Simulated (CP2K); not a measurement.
Set up this calculation in CP2K 2026.2, as the native input.

```
Task                  : phonons
Functional            : PBEsol
Potentials or basis   : POTENTIAL_UZH Hg GTH-PBE-q12, Te GTH-PBE-q6; DZVP-MOLOPT-PBE-GTH basis
Density cutoff        : 6123 eV
k mesh                : 6 × 6 × 6
Occupations           : fermi-dirac, width 0.01 eV
Spin                  : no spin polarisation
SCF solver            : diagonalisation with k points
Quickstep method      : GPW
EPS_DEFAULT           : 1.0E-9
EPS_SCF               : 1.0E-7
MAX_SCF               : 100
SCF_GUESS             : ATOMIC
Mesh centred on Gamma : yes
CHOLESKY              : OFF
EPS_EIGVAL            : 1.0E-7
MIXING METHOD         : BROYDEN_MIXING
MIXING ALPHA          : 0.4
MIXING BETA (1/bohr)  : 1.5
NBUFFER               : 8
NGRIDS                : 4
REL_CUTOFF (Ry)       : 60
EXTRAPOLATION         : USE_PREV_P
Basis sets            : Hg DZVP-MOLOPT-PBE-GTH-q12, Te DZVP-MOLOPT-PBE-GTH-q6
Potentials            : Hg GTH-PBE-q12 of POTENTIAL_UZH, Te GTH-PBE-q6 of POTENTIAL_UZH
ADDED_MOS             : [10]
Displacement (A)      : 0.005
CUTOFF of the grids   : 450 Ry
```

Crystal: HgTe (Coloradoite).

```
Hg Te
1.0
     4.54599    0.00000    0.00000
     2.27299    3.93694    0.00000
     2.27299    1.31231    3.71178
Hg Te
1 1
Direct
  0.00000 0.00000 0.00000
  0.75000 0.75000 0.75000
```

These files were run (other wordings do the same):

hgte_phonons.inp

```
&GLOBAL
  PROJECT hgte_phonons
  RUN_TYPE VIBRATIONAL_ANALYSIS
  PRINT_LEVEL LOW
&END GLOBAL
&FORCE_EVAL
  METHOD QS
  &DFT
    BASIS_SET_FILE_NAME BASIS_MOLOPT_UZH
    POTENTIAL_FILE_NAME POTENTIAL_UZH
    &MGRID
      CUTOFF 450
      REL_CUTOFF 60
      NGRIDS 4
    &END MGRID
    &QS
      METHOD GPW
      EPS_DEFAULT 1.0E-9
      EXTRAPOLATION USE_PREV_P
    &END QS
    &KPOINTS
      SCHEME MONKHORST-PACK 6 6 6
      GAMMA_CENTERED T
    &END KPOINTS
    &SCF
      SCF_GUESS ATOMIC
      EPS_SCF 1.0E-7
      MAX_SCF 100
      ADDED_MOS 10
      CHOLESKY OFF
      EPS_EIGVAL 1.0E-7
      &DIAGONALIZATION ON
        ALGORITHM STANDARD
      &END DIAGONALIZATION
      &MIXING ON
        METHOD BROYDEN_MIXING
        ALPHA 0.4
        BETA 1.5
        NBUFFER 8
      &END MIXING
      &SMEAR ON
        METHOD FERMI_DIRAC
        ELECTRONIC_TEMPERATURE [K] 116.045
      &END SMEAR
    &END SCF
    &XC
      &XC_FUNCTIONAL
        &GGA_X_PBE_SOL
        &END GGA_X_PBE_SOL
        &GGA_C_PBE_SOL
        &END GGA_C_PBE_SOL
      &END XC_FUNCTIONAL
    &END XC
    &PRINT
      &KPOINTS ON
      &END KPOINTS
      &MULLIKEN ON
        &EACH
          QS_SCF 0
          GEO_OPT 0
          CELL_OPT 0
          MD 0
        &END EACH
        ADD_LAST NUMERIC
      &END MULLIKEN
      &MO ON
        ENERGIES T
        OCCUPATION_NUMBERS T
        &EACH
          QS_SCF 0
          GEO_OPT 0
          CELL_OPT 0
          MD 0
        &END EACH
        ADD_LAST NUMERIC
      &END MO
    &END PRINT
  &END DFT
  &SUBSYS
    &CELL
      A 4.5459894962 0.0000000000 0.0000000000
      B 2.2729947481 3.9369423891 0.0000000000
      C 2.2729947481 1.3123141297 3.7117848806
      PERIODIC XYZ
    &END CELL
    &COORD
      Hg  0.0000000000 0.0000000000 0.0000000000
      Te  6.8189842443 3.9369423891 2.7838386604
    &END COORD
    &KIND Hg
      BASIS_SET DZVP-MOLOPT-PBE-GTH-q12
      POTENTIAL GTH-PBE-q12
    &END KIND
    &KIND Te
      BASIS_SET DZVP-MOLOPT-PBE-GTH-q6
      POTENTIAL GTH-PBE-q6
    &END KIND
    &PRINT
      &ATOMIC_COORDINATES ON
      &END ATOMIC_COORDINATES
      &CELL ON
      &END CELL
      &SYMMETRY ON
      &END SYMMETRY
    &END PRINT
  &END SUBSYS
  &PRINT
    &FORCES ON
    &END FORCES
  &END PRINT
&END FORCE_EVAL
&VIBRATIONAL_ANALYSIS
  DX [angstrom] 0.005
  FULLY_PERIODIC T
  NPROC_REP 1
&END VIBRATIONAL_ANALYSIS
```

Potentials or basis: POTENTIAL_UZH Hg GTH-PBE-q12, Te GTH-PBE-q6; DZVP-MOLOPT-PBE-GTH basis.

Run with:

```sh
$ OMP_NUM_THREADS=2 cp2k.psmp -i hgte_phonons.inp -o hgte_phonons.out
```

Run time: 110 s on 2 threads of Arm Neoverse V2, on a shared host, peak memory 0.34 GiB.
